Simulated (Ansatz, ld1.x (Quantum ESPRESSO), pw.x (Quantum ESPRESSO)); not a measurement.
## pw.x on bcc Al: one setting changed

Potential: PAW, ld1.x (Quantum ESPRESSO) 7.5, PBE; core [Ne], reference 3s2 3p1; waves: 3s (bound): rcut 1.45, rcutus 1.90 bohr; 3s channel at 0.55 Ry: rcut 1.45, rcutus 1.90 bohr; 3p (bound): rcut 1.40, rcutus 1.90 bohr; 3p channel at 0.3 Ry: rcut 1.40, rcutus 1.90 bohr; 3d channel at 0.15 Ry: rcut 1.80, rcutus 2.15 bohr; local part: all-electron potential smoothed inside 1.55 bohr (lloc = -1); core correction: Bessel-smoothed model core, default radius (core density twice the valence density); augmentation: PSQ, inside the norm-conserving radii.

The reference run (k-mesh 14³, cutoffs 40/320 Ry, Fermi–Dirac 0.01 Ry, mixing_beta 0.4, conv_thr 1e-9, no spin) gives 0.14 GPa at 16.945 Å³/atom, where all-electron LAPW gives 0.07 GPa. This run, with its own iteration cap, changes smearing to box, a wrong or extreme entry chosen on purpose.

```
&control
  calculation='scf', prefix='x', pseudo_dir='./', outdir='./tmp', tstress=.true., disk_io='none'
/
&system
  ibrav=0, nat=1, ntyp=1, ecutwfc=40, ecutrho=320, nbnd=8,
  occupations='smearing', smearing='box', degauss=0.01
/
&electrons
  conv_thr=1e-09, mixing_beta=0.4, electron_maxstep=70
/
ATOMIC_SPECIES
Al 1.0 Al.UPF
CELL_PARAMETERS angstrom
  -1.61805716 1.61805716 1.61805716
  1.61805716 -1.61805716 1.61805716
  1.61805716 1.61805716 -1.61805716
ATOMIC_POSITIONS crystal
Al 0.0000 0.0000 0.0000
K_POINTS automatic
14 14 14 0 0 0
```

```bash
pw.x < Al.scf.in > Al.scf.out
```

Q: How does the run end?

A: It stops with "set_occupations: smearing box unknown".

```
Error in routine  set_occupations (1):
      smearing box unknown
```
